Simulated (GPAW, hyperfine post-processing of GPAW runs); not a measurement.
# A contact shift by hand: 19F in ZnCuF4

A spin-polarised calculation (DFT, revPBE+U, plane-wave PAW, GPAW setups, collinear spin, scalar-relativistic; GPAW) with all Cu moments parallel (S = 0.5 each) puts a spin density ρ↑ − ρ↓ of 0.2463 e/Å³, counted along the moments, at one F nucleus (bonded to 2 Cu at 1.92 to 2.65 Å). Take g = 2, spin-only moments and Θ = 0 K (a pure Curie law); γ/2π of 19F is 40.0776 MHz/T.

**Task.** Find the contact field, the hyperfine constant and the contact shift at 330 K and 250 K, supposing that the crystal is a paramagnet with these local moments at both.

1. A spin density ρ_s carries a moment density μB ρ_s, and the contact field is B_c = (2μ₀/3) μB ρ_s. For 1 e/Å³ that is 7.769 T, so B_c = 1.914 T.

2. With H = A S·I summed over the ions, A = γB_c/(2πS) = 40.0776 × 1.914 / 0.5 = 153 MHz.

3. In a field B0 the paramagnet reaches only a fraction of saturation, M/M_sat = g μB (S + 1) B0 / [3 k_B (T − Θ)]. At 330 K this is 2.0355e-03 per tesla, or 1.44 % at 7.05 T.

4. The shift is that fraction of B_c over B0, so B0 drops out: δ = 1.914 × 2.0355e-03 × 10⁶ = 3900 ppm at 330 K.

5. At 250 K it scales by (330 − Θ)/(250 − Θ) = 1.320, to 5140 ppm.

6. The sign says that the spin at the nucleus is parallel to the Cu moments. Over this level and the 5 others of the session's ladder with the same moment and an open gap (any hybrids aside), the field runs from 1.71 to 2.25 T. The valence electrons alone give 2.63 T; the rest is the cores' response, which is the less certain part. Orbital and pseudocontact parts are not included.

[Hosts, paths, dates, database ids (printed as entryN), source tags and the programs' standing remarks are cut or masked in the printed files.]
